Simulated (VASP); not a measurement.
Wanted: the native input for a VASP 6.6.1 run.

* Task: band structure
* Functional: PBEsol
* Potentials or basis: VASP PAW PBE potentials, release 64 (Al, In_d, As)
* Cutoff: 520 eV
* k mesh: 6 × 6 × 6
* Occupations: gaussian, width 0.03 eV
* Spin: no spin polarisation
* Further INCAR settings: ALGO = Normal; EDIFF = 1e-06; NBANDS = 81

The structure of AlIn7As8 lies in POSCAR:

```
AlIn7As8                                
1.0
   -6.0377968210      0.0000000000      6.0377968210
   -6.0377968210     -6.0377968210     -0.0000000000
   -0.0000000000     -6.0377968210      6.0377968210
  Al              In              As            
     1     7     8
Direct
     0.0000000000000000    0.5000000000000000    0.0000000000000000
     0.0006674502473579    0.9993325497526421    0.0006674502473579
     0.0006674502473579    0.5006674502473579    0.4993325497526421
     0.0006674502473579    0.9993325497526421    0.4993325497526421
     0.4993325497526421    0.5006674502473579    0.0006674502473579
     0.4993325497526421    0.9993325497526421    0.0006674502473579
     0.4993325497526421    0.5006674502473579    0.4993325497526421
     0.5000000000000000    0.0000000000000000    0.5000000000000000
     0.1199352109152333    0.1401943672543071    0.1199352109152333
     0.1199352109152333    0.6199352109152334    0.1199352109152333
     0.1250251053004146    0.1249916315665308    0.6249916315665308
     0.1199352109152333    0.6199352109152334    0.6401943672543070
     0.6249916315665308    0.1249916315665308    0.1250251053004146
     0.6401943672543070    0.6199352109152334    0.1199352109152333
     0.6249916315665308    0.1249916315665308    0.6249916315665308
     0.6249916315665308    0.6250251053004146    0.6249916315665308
```

The cell was built by a generator and needn't be a form met in nature.

These files were run (other wordings do the same):

INCAR

```
PREC     = Accurate       # precision mode
ENCUT    = 520            # plane-wave cutoff, eV
EDIFF    = 1E-6           # SCF threshold, eV
ISMEAR   = 0              # smearing method
SIGMA    = 0.03           # smearing width, eV
LREAL    = F              # projectors in reciprocal space
LASPH    = T              # aspherical terms in the spheres
NELM     = 80             # most SCF steps
ALGO     = Normal         # electronic algorithm
ISIF     = 2              # what is computed and relaxed
LWAVE    = F              # write WAVECAR
LCHARG   = F              # write CHGCAR
GGA      = PS             # functional
NBANDS   = 81             # bands
ICORELEVEL= 1            
KPAR     = 4
```

KPOINTS

```
Automatic mesh
0
Gamma
  6 6 6
```

KPOINTS_OPT

```
explicit points
6
Reciprocal
 0.0000000000  0.0000000000  0.0000000000 1
 0.3750000000  0.3750000000  0.7500000000 1
 0.5000000000  0.5000000000  0.5000000000 1
 0.6250000000  0.2500000000  0.6250000000 1
 0.5000000000  0.2500000000  0.7500000000 1
 0.5000000000  0.0000000000  0.5000000000 1
```

Potentials or basis: VASP PAW PBE potentials, release 64 (Al, In_d, As).

The run is started by

```console
$ cat potpaw_PBE.64/Al/POTCAR potpaw_PBE.64/In_d/POTCAR potpaw_PBE.64/As/POTCAR > POTCAR
$ mpirun -np 4 vasp_std > vasp.out
```

Results of the run:

The pressure is 0.0 GPa. The largest force is 0.003 eV/Å and the band gap along the path is none (metal or under the smearing width).

Caveat: the PAW data sets were made with another functional, which shifts forces and pressure a little; spin-orbit coupling is left out, which moves the levels of the heavy elements.

Wall time 5.9 min on 4 MPI ranks on Intel(R) Xeon(R) Platinum 8488C (Sapphire Rapids) (shared host), peak memory 0.92 GiB a rank.
